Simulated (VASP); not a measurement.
# Cu2O (Pn-3m) in VASP: further runs

The runs below take Cu2O through relaxation of cell and atoms, with PBE.

Everything below comes from runs of VASP 6.6.1. Logs are shortened: lines on timing, memory, paths and dates and some standing lists are left out, and cuts for length are marked.

### 1 Starting point

The structure is cubic, space group Pn-3m (No. 224). Conventional cell: a = 4.260 Å, b = 4.260 Å, c = 4.260 Å, α = 90.00°, β = 90.00°, γ = 90.00°. Cu (site symmetry -3m) has 2 O at 1.84 Å as nearest neighbours. O (site symmetry -43m) is surrounded by 4 Cu at 1.84 Å.

### 2 Relaxation of cell and atoms, PBE, collinear spin, ferromagnetic start

The input, INCAR:

```
SYSTEM = Cu2O
PREC     = Accurate       ! precision mode
ENCUT    = 520            ! plane-wave cutoff, eV
EDIFF    = 1E-7           ! SCF threshold, eV
ISMEAR   = 0              ! smearing method
SIGMA    = 0.02           ! smearing width, eV
LREAL    = .False.        ! projectors in reciprocal space
LASPH    = .True.         ! aspherical terms in the spheres
NELM     = 120            ! most SCF steps
ALGO     = Normal         ! electronic algorithm
ISIF     = 3              ! what is computed and relaxed
LWAVE    = .False.        ! write WAVECAR
LCHARG   = .False.        ! write CHGCAR
ISPIN    = 2              ! spin polarisation
MAGMOM   = 1 1 1 1 0 0    ! initial moments
LORBIT   = 11             ! projections on sites
LMAXMIX  = 4              ! l up to which the mixer works
GGA      = PE             ! functional
IBRION   = 2              ! ionic algorithm
NSW      = 80             ! ionic steps
EDIFFG   = -0.002         ! ionic threshold
KPAR     = 8
```

The input, KPOINTS:

```
Automatic mesh
0
Gamma
  8 8 8
  0 0 0
```

The input, POSCAR:

```
Cu2O
1.0
    4.2600000000      0.0000000000      0.0000000000
    0.0000000000      4.2600000000      0.0000000000
    0.0000000000      0.0000000000      4.2600000000
Cu O
4 2
Direct
    0.2500000000      0.2500000000      0.2500000000
    0.2500000000      0.7500000000      0.7500000000
    0.7500000000      0.7500000000      0.2500000000
    0.7500000000      0.2500000000      0.7500000000
    0.0000000000      0.0000000000      0.0000000000
    0.5000000000      0.5000000000      0.5000000000
```

Potentials or basis: VASP PAW PBE potentials, release 64 (Cu, O).

Launch:

```sh
cat potpaw_PBE.64/Cu/POTCAR potpaw_PBE.64/O/POTCAR > POTCAR
mpirun -np 8 vasp_std > vasp.out
```

OUTCAR:

```text
SYSTEM = Cu2O
   PREC = Accurate
   ENCUT = 520
   EDIFF = 1E-7
   ISMEAR = 0
   LREAL = .False.
   LASPH = .True.
   NELM = 120
   ISIF = 3
   ISPIN = 2
   LORBIT = 11
   GGA = PE
   IBRION = 2
   NSW = 80
   EDIFFG = -0.002

 ion  position               nearest neighbor table
   1  0.250  0.250  0.250-   5 1.84   6 1.84
   2  0.250  0.750  0.750-   5 1.84   6 1.84
   3  0.750  0.750  0.250-   5 1.84   6 1.84
   4  0.750  0.250  0.750-   5 1.84   6 1.84
   5  0.000  0.000  0.000-   1 1.84   2 1.84   3 1.84   4 1.84
   6  0.500  0.500  0.500-   1 1.84   2 1.84   3 1.84   4 1.84

  LATTYP: Found a simple cubic cell.
 ALAT       =     4.2600000000

  Lattice vectors:

 A1 = (   4.2600000000,   0.0000000000,   0.0000000000)
 A2 = (   0.0000000000,   4.2600000000,   0.0000000000)
 A3 = (   0.0000000000,   0.0000000000,   4.2600000000)

Analysis of symmetry for initial positions (statically):
=====================================================================
 Subroutine PRICEL returns:
 Original cell was already a primitive cell.

 Routine SETGRP: Setting up the symmetry group for a
 simple cubic supercell.

 Subroutine GETGRP returns: Found 48 space group operations
 (whereof 24 operations were pure point group operations)
 out of a pool of 48 trial point group operations.

The static configuration has the point symmetry T_d .
 The point group associated with its full space group is O_h .

Analysis of symmetry for dynamics (positions and initial velocities):
=====================================================================
 Subroutine PRICEL returns:
 Original cell was already a primitive cell.

 Routine SETGRP: Setting up the symmetry group for a
 simple cubic supercell.

 Subroutine GETGRP returns: Found 48 space group operations
 (whereof 24 operations were pure point group operations)
 out of a pool of 48 trial point group operations.

The dynamic configuration has the point symmetry T_d .
 The point group associated with its full space group is O_h .

Analysis of structural, dynamic, and magnetic symmetry:
=====================================================================
 Subroutine PRICEL returns:
 Original cell was already a primitive cell.

 Routine SETGRP: Setting up the symmetry group for a
 simple cubic supercell.

 Subroutine GETGRP returns: Found 48 space group operations
 (whereof 24 operations were pure point group operations)
 out of a pool of 48 trial point group operations.

The overall configuration has the point symmetry T_d .
 The point group associated with its full space group is O_h .

 Subroutine INISYM returns: Found 48 space group operations
[... 113 lines left out ...]
   POTIM  = 0.5000    time-step for ionic-motion
   TEBEG  =    0.0;   TEEND  =   0.0 temperature during run
   PSTRESS=    0.0 pullay stress
   NELECT =      56.0000    total number of electrons
   NUPDOWN=      -1.0000    fix difference up-down
   EMIN   =  10.00;   EMAX   =-10.00  energy-range for DOS
   EFERMI =   0.00;   METHOD = LEGACY
   ISMEAR =     0;   SIGMA  =   0.02  broadening in eV -4-tet -1-fermi 0-gaus
   EFERMI_NEDOS =   21; number of points for ismear=-14 and -15
   IALGO  =     38    algorithm
   IMIX   =      4    mixing-type and parameters
     AMIX     =   0.40;   BMIX     =  1.00
     AMIX_MAG =   1.60;   BMIX_MAG =  1.00
  volume/ion in A,a.u.               =      12.88        86.95
  Fermi-wavevector in a.u.,A,eV,Ry     =   1.470261  2.778391 29.411289  2.161669
  Thomas-Fermi vector in A             =   2.585540
   LORBIT       =     11    0 simple, 1 ext, 2 COOP (PROOUT), +10 PAW based schemes
   GGA     = PE    functional components
   LHFCALC =     F    Hartree Fock is set to
   AEXX    =    0.0000 exact exchange contribution
   IVDW    =     0    specifies the selected vdW correction
   LEPSILON=     F    determine dielectric tensor
   LRPA    =     F    only Hartree local field effects (RPA)
 conjugate gradient relaxation of ions
 spin polarized calculation
 Gauss-broadening in eV      SIGMA  =   0.02
  energy-cutoff  :      520.00
  volume of cell :       77.31
 maximum number of plane-waves:      2103
 NGX is ok and might be reduce to    32
   NGX = 15   NGY = 15   NGZ = 15

--------------------------------------- Ionic step        1  -------------------------------------------

 number of electron      56.0000098 magnetization       0.0017485

 number of electron      56.0000098 magnetization      -0.0000004

 Free energy of the ion-electron system (eV)
  ---------------------------------------------------
  ext. energy  EPLUGINS =         0.00000000
  ---------------------------------------------------
  free energy    TOTEN  =       -27.25479376 eV

  energy without entropy =      -27.25479376  energy(sigma->0) =      -27.25479376

 E-fermi :   4.8924     XC(G=0): -11.0459

 val. band max:        4.7735470594   @ k =   0.0000   0.0000   0.0000
 cond. band min:       5.3123288927   @ k =   0.0000   0.0000   0.0000
 fundamental gap:      0.5387818333
 Fermi energy:         4.8924351971

 spin component 1

 k-point     1 :       0.0000    0.0000    0.0000
  band No.  band energies     occupation
      1     -15.3871      1.00000
      2     -14.6488      1.00000
      3      -2.4741      1.00000
      4      -2.4741      1.00000
      5      -2.4741      1.00000
      6      -0.0897      1.00000
[... 1902 lines left out ...]
 number of electron      55.9999983 magnetization       0.0000000

 number of electron      55.9999983 magnetization      -0.0000000

 Free energy of the ion-electron system (eV)
  ---------------------------------------------------
  ext. energy  EPLUGINS =         0.00000000
  ---------------------------------------------------
  free energy    TOTEN  =       -27.28626443 eV

  energy without entropy =      -27.28626443  energy(sigma->0) =      -27.28626443

 E-fermi :   4.5249     XC(G=0): -10.8690

 val. band max:        4.4091980450   @ k =   0.0000   0.0000   0.0000
 cond. band min:       4.8765738697   @ k =   0.0000   0.0000   0.0000
 fundamental gap:      0.4673758247
 Fermi energy:         4.5249377299

 spin component 1

 k-point     1 :       0.0000    0.0000    0.0000
  band No.  band energies     occupation
      1     -15.4817      1.00000
      2     -14.8047      1.00000
      3      -2.5581      1.00000
      4      -2.5581      1.00000
      5      -2.5581      1.00000
      6      -0.2494      1.00000
[... 1852 lines left out ...]
  FREE ENERGIE OF THE ION-ELECTRON SYSTEM (eV)
  ---------------------------------------------------
  free  energy   TOTEN  =       -27.2862644327 eV

  energy  without entropy=      -27.2862644327  energy(sigma->0) =      -27.28626443

 reached required accuracy - stopping structural energy minimisation

 total charge

# of ion       s       p       d       tot
------------------------------------------
    1        0.414   0.306   9.224   9.944
    2        0.414   0.306   9.224   9.944
    3        0.414   0.306   9.224   9.944
    4        0.414   0.306   9.224   9.944
    5        1.545   3.466   0.000   5.012
    6        1.545   3.466   0.000   5.012
--------------------------------------------------
tot          4.746   8.155  36.896  49.797

 magnetization (x)

# of ion       s       p       d       tot
------------------------------------------
    1       -0.000  -0.000   0.000  -0.000
    2       -0.000  -0.000   0.000  -0.000
    3       -0.000  -0.000   0.000  -0.000
    4       -0.000  -0.000   0.000  -0.000
    5        0.000   0.000   0.000   0.000
    6        0.000   0.000   0.000   0.000
--------------------------------------------------
tot         -0.000   0.000   0.000   0.000
```

OSZICAR:

```text
N       E                     dE             d eps       ncg     rms          rms(c)
DAV:   1     0.538104486444E+03    0.53810E+03   -0.25400E+04  4900   0.253E+03
DAV:   2     0.605407716137E+02   -0.47756E+03   -0.46029E+03  4924   0.467E+02
DAV:   3    -0.267597338155E+02   -0.87301E+02   -0.83609E+02  6592   0.221E+02
DAV:   4    -0.326241334402E+02   -0.58644E+01   -0.57554E+01  7269   0.631E+01
[... 34 lines left out ...]
DAV:   8    -0.272862650630E+02    0.30999E-05   -0.23829E-05  8404   0.435E-02    0.504E-03
DAV:   9    -0.272862643508E+02    0.71221E-06   -0.22856E-06  5864   0.156E-02    0.190E-03
DAV:  10    -0.272862644599E+02   -0.10907E-06   -0.53084E-07  5424   0.529E-03    0.216E-04
DAV:  11    -0.272862644327E+02    0.27147E-07   -0.36847E-08  2836   0.209E-03
   3 F= -.27286264E+02 E0= -.27286264E+02  d E =-.314707E-01  mag=    -0.0000
```

It took 93 s on 8 MPI ranks of Intel Xeon Platinum 8488C (Sapphire Rapids), shared host; peak memory 0.32 GiB.

What came out:

```
Free energy                                           : -27.2863 eV
Relaxed volume                                        : 13.32 Å³/atom
Relaxed cell                                          : a = 4.307 Å, b = 4.307 Å, c = 4.307 Å, α = 90.00°, β = 90.00°, γ = 90.00°
Space group after relaxing (to 0.05 Å)                : Pn-3m (No. 224)
Energy gained by relaxing                             : 5.2 meV/atom
Ionic steps                                           : 3
Pressure after relaxing                               : 0.0 GPa
Band gap on the k mesh                                : 0.47 eV, direct
Net moment                                            : 0.00 μB per cell
Valence electrons inside the program's atomic spheres : Cu 9.94; O 5.01
```

The path:
```
step  energy change (eV)  largest force (eV/Å)  pressure (GPa)  volume (Å³)
   1              0.0000                0.0000            4.01        77.31
   2             -0.0264                0.0000           -1.47        80.98
   3             -0.0315                0.0000            0.00        79.90
```

Final structure:
```
Cu O
1.0
     4.30700    0.00000    0.00000
     0.00000    4.30700    0.00000
     0.00000    0.00000    4.30700
Cu O
4 2
Direct
  0.25000 0.25000 0.25000
  0.25000 0.75000 0.75000
  0.75000 0.75000 0.25000
  0.75000 0.25000 0.75000
  0.00000 0.00000 0.00000
  0.50000 0.50000 0.50000
```

A k mesh can miss the band edges. PBE usually gives volumes a little too large and moduli too small.

### 3 Relaxation of cell and atoms, PBE, collinear spin, ferromagnetic start

This run uses another cell than the first one, of 13.32 Å³/atom, 1.033 times its volume.

INCAR is that of step 2.

KPOINTS is that of step 2.

The input, POSCAR:

```
Cu2O                                    
1.0
    4.3069975811      0.0000000000     -0.0000000000
   -0.0000000000      4.3069975811      0.0000000000
   -0.0000000000      0.0000000000      4.3069975811
  Cu              O             
     4     2
Direct
     0.2500000000000000    0.2500000000000000    0.2500000000000000
     0.2500000000000000    0.7500000000000000    0.7500000000000000
     0.7500000000000000    0.7500000000000000    0.2500000000000000
     0.7500000000000000    0.2500000000000000    0.7500000000000000
     0.0000000000000000    0.0000000000000000    0.0000000000000000
     0.5000000000000000    0.5000000000000000    0.5000000000000000
```

Potentials or basis: VASP PAW PBE potentials, release 64 (Cu, O).

Launch:

```sh
cat potpaw_PBE.64/Cu/POTCAR potpaw_PBE.64/O/POTCAR > POTCAR
mpirun -np 8 vasp_std > vasp.out
```

Run time: 63 s. Hardware: 8 MPI ranks of Intel Xeon Platinum 8488C (Sapphire Rapids), shared host; peak memory 0.31 GiB.

Results (log left out):

```yaml
Free_energy: -27.2891 eV
Relaxed_volume: 13.32 Å³/atom
Relaxed_cell: a = 4.308 Å, b = 4.308 Å, c = 4.308 Å, α = 90.00°, β = 90.00°, γ = 90.00°
Space_group_after_relaxing_to_0.05_Å: Pn-3m (No. 224)
Energy_gained_by_relaxing: 0.0 meV/atom
Ionic_steps: 2
Pressure_after_relaxing: 0.0 GPa
Band_gap_on_the_k_mesh: 0.47 eV, direct
Net_moment: 0.00 μB per cell
Valence_electrons_inside_the_program's_atomic_spheres: Cu 9.94; O 5.01
```

Final structure:
```cif
data_structure
_symmetry_space_group_name_H-M 'P 1'
_symmetry_Int_Tables_number 1
_cell_length_a 4.3079
_cell_length_b 4.3079
_cell_length_c 4.3079
_cell_angle_alpha 90.000
_cell_angle_beta 90.000
_cell_angle_gamma 90.000
_cell_volume 79.95
loop_
_atom_site_label
_atom_site_type_symbol
_atom_site_fract_x
_atom_site_fract_y
_atom_site_fract_z
_atom_site_occupancy
Cu1 Cu 0.25000 0.25000 0.25000 1
Cu2 Cu 0.25000 0.75000 0.75000 1
Cu3 Cu 0.75000 0.75000 0.25000 1
Cu4 Cu 0.75000 0.25000 0.75000 1
O1 O 0.00000 0.00000 0.00000 1
O2 O 0.50000 0.50000 0.50000 1
```

Levels at points of the mesh, in eV from the valence-band top:
Spin up:
```tsv
k point	band 24	band 25	band 26	band 27	band 28	band 29	band 30	band 31	band 32	band 33
(0.00, 0.00, 0.00)	-1.50	-1.50	0.00	0.00	0.00	0.47	1.37	1.37	7.75	7.75
(0.50, 0.00, 0.00)	-1.60	-1.14	-1.14	-0.37	-0.37	2.19	2.19	4.26	4.26	7.25
(0.50, 0.50, 0.00)	-1.40	-1.15	-1.15	-0.62	-0.62	1.91	1.91	3.79	3.79	6.72
(0.50, 0.50, 0.50)	-1.55	-0.96	-0.54	-0.54	-0.54	2.52	2.52	2.52	4.78	4.78
```
Spin down:
| k point | band 24 | band 25 | band 26 | band 27 | band 28 | band 29 | band 30 | band 31 | band 32 | band 33 |
| --- | --- | --- | --- | --- | --- | --- | --- | --- | --- | --- |
| (0.00, 0.00, 0.00) | -1.50 | -1.50 | 0.00 | 0.00 | 0.00 | 0.47 | 1.37 | 1.37 | 7.75 | 7.75 |
| (0.50, 0.00, 0.00) | -1.60 | -1.14 | -1.14 | -0.37 | -0.37 | 2.19 | 2.19 | 4.26 | 4.26 | 7.25 |
| (0.50, 0.50, 0.00) | -1.40 | -1.15 | -1.15 | -0.62 | -0.62 | 1.91 | 1.91 | 3.79 | 3.79 | 6.72 |
| (0.50, 0.50, 0.50) | -1.55 | -0.96 | -0.54 | -0.54 | -0.54 | 2.52 | 2.52 | 2.52 | 4.78 | 4.78 |

A k mesh can miss the band edges. PBE gaps usually lie below the measured ones, often by a third to a half.
